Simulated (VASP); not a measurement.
# InP (d3) (F-43m) in VASP: phonons with PBE+D3(BJ)

Aim: the phonons of InP (d3) with PBE+D3(BJ).

All numbers are computed with VASP 6.6.1; they aren't measurements. Logs are shortened: lines on timing, memory, paths and dates and some standing lists are left out, and cuts for length are marked.

## 1. The structure

The structure is cubic, space group F-43m (No. 216). Conventional cell: a = 5.894 Å, b = 5.894 Å, c = 5.894 Å, α = 90.00°, β = 90.00°, γ = 90.00°. Around In (site symmetry -43m) lie 4 P at 2.55 Å. P (site symmetry -43m) is surrounded by 4 In at 2.55 Å.

## 2. Phonons, PBE+D3(BJ)

INCAR

```
SYSTEM = InP
PREC = Accurate
ENCUT = 520
EDIFF = 1E-8
ISMEAR = 0
SIGMA = 0.01
LREAL = .FALSE.
LASPH = .TRUE.
NELM = 100
ALGO = Fast
ISIF = 2
LWAVE = .FALSE.
LCHARG = .FALSE.
GGA = PE
IVDW = 12
NBANDS = 16
IBRION = 6
NFREE = 2
POTIM = 0.015
NSW = 1
```

KPOINTS

```
regular mesh
0
G
  8 8 8
  0 0 0
```

POSCAR

```
InP
1.0
    0.0000000000      2.9467943525      2.9467943525
    2.9467943525      0.0000000000      2.9467943525
    2.9467943525      2.9467943525      0.0000000000
In P
1 1
Direct
    0.0000000000      0.0000000000      0.0000000000
    0.2500000000      0.2500000000      0.2500000000
```

Potentials or basis: VASP PAW PBE potentials, release 64 (In_d, P).

Command:

```bash
cat potpaw_PBE.64/In_d/POTCAR potpaw_PBE.64/P/POTCAR > POTCAR
mpirun -np 1 vasp_std > vasp.out
```

OUTCAR:

```text
SYSTEM = InP
   PREC = Accurate
   ENCUT = 520
   EDIFF = 1E-8
   ISMEAR = 0
   LREAL = .FALSE.
   LASPH = .TRUE.
   NELM = 100
   ISIF = 2
   GGA = PE
   IVDW = 12
   IBRION = 6
   NFREE = 2
   POTIM = 0.015
   NSW = 1
 IVDW          = 12

 ion  position               nearest neighbor table
   1  0.000  0.000  0.000-   2 2.55   2 2.55   2 2.55   2 2.55
   2  0.250  0.250  0.250-   1 2.55   1 2.55   1 2.55   1 2.55

  LATTYP: Found a face centered cubic cell.
 ALAT       =     5.8935887050

  Lattice vectors:

 A1 = (   0.0000000000,   2.9467943525,   2.9467943525)
 A2 = (   2.9467943525,   0.0000000000,   2.9467943525)
 A3 = (   2.9467943525,   2.9467943525,   0.0000000000)

Analysis of symmetry for initial positions (statically):
=====================================================================
 Subroutine PRICEL returns:
 Original cell was already a primitive cell.

 Routine SETGRP: Setting up the symmetry group for a
 face centered cubic supercell.

 Subroutine GETGRP returns: Found 24 space group operations
 (whereof 24 operations were pure point group operations)
 out of a pool of 48 trial point group operations.

The static configuration has the point symmetry T_d .

Analysis of symmetry for dynamics (positions and initial velocities):
=====================================================================
 Subroutine PRICEL returns:
 Original cell was already a primitive cell.

 Routine SETGRP: Setting up the symmetry group for a
 face centered cubic supercell.

 Subroutine GETGRP returns: Found 24 space group operations
 (whereof 24 operations were pure point group operations)
 out of a pool of 48 trial point group operations.

The dynamic configuration has the point symmetry T_d .

 Subroutine INISYM returns: Found 24 space group operations
 (whereof 24 operations are pure point group operations),
 and found     1 'primitive' translations

----------------------------------------------------------------------------------------

                                     Primitive cell

  volume of cell :      51.1775

[... 121 lines left out ...]
 RMM-DIIS sequential band-by-band and
 Gauss-broadening in eV      SIGMA  =   0.01
  energy-cutoff  :      520.00
  volume of cell :       51.18
 maximum number of plane-waves:      1411
   NGX = 15   NGY = 15   NGZ = 15

--------------------------------------- Ionic step        1  -------------------------------------------

 number of electron      18.0000008 magnetization

 Free energy of the ion-electron system (eV)
  ---------------------------------------------------
  ext. energy  EPLUGINS =         0.00000000
  ---------------------------------------------------
  free energy    TOTEN  =        -8.39509268 eV

  energy without entropy =       -8.39509268  energy(sigma->0) =       -8.39509268

------------------------ aborting loop because EDIFF is reached ----------------------------------------

 Edisp (eV)   -0.61586

 E8    (eV) :    -0.2737
[... 151 lines left out ...]
--------------------------------------- Ionic step        5  -------------------------------------------

 number of electron      18.0000008 magnetization

 Free energy of the ion-electron system (eV)
  ---------------------------------------------------
  ext. energy  EPLUGINS =         0.00000000
  ---------------------------------------------------
  free energy    TOTEN  =        -8.39421034 eV

  energy without entropy =       -8.39421034  energy(sigma->0) =       -8.39421034

 E-fermi :   5.1590     XC(G=0):  -9.2090

 val. band max:        5.0359780513   @ k =   0.0000   0.0000   0.0000
 cond. band min:       5.6302782442   @ k =   0.0000   0.0000   0.0000
 fundamental gap:      0.5943001929
 Fermi energy:         5.1590091566

 k-point     1 :       0.0000    0.0000    0.0000
  band No.  band energies     occupation
      1      -9.1487      2.00000
      2      -9.1457      2.00000
      3      -9.1422      2.00000
      4      -9.0016      2.00000
      5      -9.0016      2.00000
      6      -6.3955      2.00000
[... 433 lines left out ...]
      3      -9.0792      2.00000
      4      -9.0067      2.00000
      5      -8.9892      2.00000
      6      -4.4106      2.00000
[... 8 lines left out ...]
     15      15.6684      0.00000
     16      16.2811      0.00000

 [... further k-points ...]

------------------------ aborting loop because EDIFF is reached ----------------------------------------

 Edisp (eV)   -0.61586

 E8    (eV) :    -0.2737
[... 25 lines left out ...]
  FREE ENERGIE OF THE ION-ELECTRON SYSTEM (eV)
  ---------------------------------------------------
  free  energy   TOTEN  =        -9.0100719513 eV

  energy  without entropy=       -9.0100719513  energy(sigma->0) =       -9.01007195

 INTERNAL STRAIN TENSORS FROM DISPLACED ATOMS
 ============================================

 INTERNAL STRAIN TENSOR FOR ION    1 for displacements in x,y,z  (eV/Angst):
          X           Y           Z          XY          YZ          ZX
  --------------------------------------------------------------------------------
  x     0.00000    -0.00000    -0.00000     0.00000     8.04853     0.00000
  y     0.00000     0.00000     0.00000     0.00000     0.00000     8.04853
  z    -0.00000    -0.00000     0.00000     8.04853     0.00000     0.00000

 INTERNAL STRAIN TENSOR FOR ION    2 for displacements in x,y,z  (eV/Angst):
          X           Y           Z          XY          YZ          ZX
  --------------------------------------------------------------------------------
  x    -0.00000     0.00000     0.00000     0.00000    -8.02600     0.00000
  y     0.00000    -0.00000     0.00000     0.00000     0.00000    -8.02600
  z     0.00000     0.00000    -0.00000    -8.02600     0.00000     0.00000

 Eigenvectors and eigenvalues of the dynamical matrix
 ----------------------------------------------------

   1 f  =    8.860762 THz    55.673812 2PiTHz  295.563217 cm-1    36.645152 meV
             X         Y         Z           dx          dy          dz
      0.000000  0.000000  0.000000     0.461386    0.000000    0.000000
      1.473397  1.473397  1.473397    -0.887199    0.000000    0.000000
[... 21 lines left out ...]
   6 f/i=    0.004621 THz     0.029034 2PiTHz    0.154136 cm-1     0.019110 meV
             X         Y         Z           dx          dy          dz
      0.000000  0.000000  0.000000    -0.491639   -0.623667    0.395542
      1.473397  1.473397  1.473397    -0.255676   -0.324337    0.205701

 ELASTIC MODULI CONTR FROM IONIC RELAXATION (kBar)
 Direction    XX          YY          ZZ          XY          YZ          ZX
 --------------------------------------------------------------------------------
 XX          -0.0000     -0.0000     -0.0000      0.0000     -0.0000     -0.0000
 YY          -0.0000     -0.0000     -0.0000      0.0000      0.0000     -0.0000
 ZZ          -0.0000     -0.0000     -0.0000     -0.0000      0.0000     -0.0000
 XY           0.0000      0.0000     -0.0000   -257.8778      0.0000      0.0000
 YZ          -0.0000      0.0000      0.0000      0.0000   -257.8778      0.0000
 ZX          -0.0000     -0.0000     -0.0000      0.0000      0.0000   -257.8778
 --------------------------------------------------------------------------------
```

OSZICAR:

```text
N       E                     dE             d eps       ncg     rms          rms(c)
DAV:   1     0.114074094287E+03    0.11407E+03   -0.82793E+03   928   0.125E+03
DAV:   2    -0.125022981843E+01   -0.11532E+03   -0.11032E+03  1048   0.301E+02
DAV:   3    -0.859473880013E+01   -0.73445E+01   -0.73146E+01  1176   0.738E+01
[... 77 lines left out ...]
RMM:   5    -0.839421176107E+01    0.23271E-05   -0.91813E-05  3122   0.669E-02    0.777E-03
RMM:   6    -0.839420995068E+01    0.18104E-05   -0.30436E-05  3561   0.384E-02    0.653E-03
RMM:   7    -0.839421033575E+01   -0.38507E-06   -0.50287E-06  3546   0.134E-02    0.918E-03
RMM:   8    -0.839421024856E+01    0.87192E-07   -0.93744E-07  3258   0.599E-03    0.898E-03
RMM:   9    -0.839421033806E+01   -0.89498E-07   -0.37328E-07  3117   0.352E-03    0.717E-03
RMM:  10    -0.839421033758E+01    0.47476E-09   -0.92188E-08  2976   0.195E-03
   5 F= -.90100720E+01 E0= -.90100720E+01  d E =-.201608E-70
```

stdout:

```text
POSCAR found type information on POSCAR InP
 POSCAR found :  2 types and       2 ions
 scaLAPACK will be used
 LDA part: xc-table for (Slater+PW92), standard interpolation
 POSCAR, INCAR and KPOINTS ok, starting setup
 FFT: planning ... GRIDC
 FFT: planning ... GRID_SOFT
 FFT: planning ... GRID
 WAVECAR not read
 entering main loop
 Found     2 degrees of freedom:
 Finite differences POTIM= 0.01500 DOF=   2
 bond charge predicted
 Finite differences progress:
 bond charge predicted
 Finite differences progress:
 bond charge predicted
 Finite differences progress:
 bond charge predicted
 Finite differences progress:
```

Wall time 2.4 min (1 thread of Intel Xeon Platinum 8559C (Emerald Rapids), shared host); peak memory 0.28 GiB.

Results:

```
Highest phonon frequency at Γ, LO-TO splitting left out : 296 cm⁻¹
Dispersion energy per atom                              : -0.308 eV
```

Phonon frequencies in cm⁻¹ (negative: imaginary):
```tsv
q point	frequencies
(0.000, 0.000, 0.000)	0 0 0 296 296 296
```
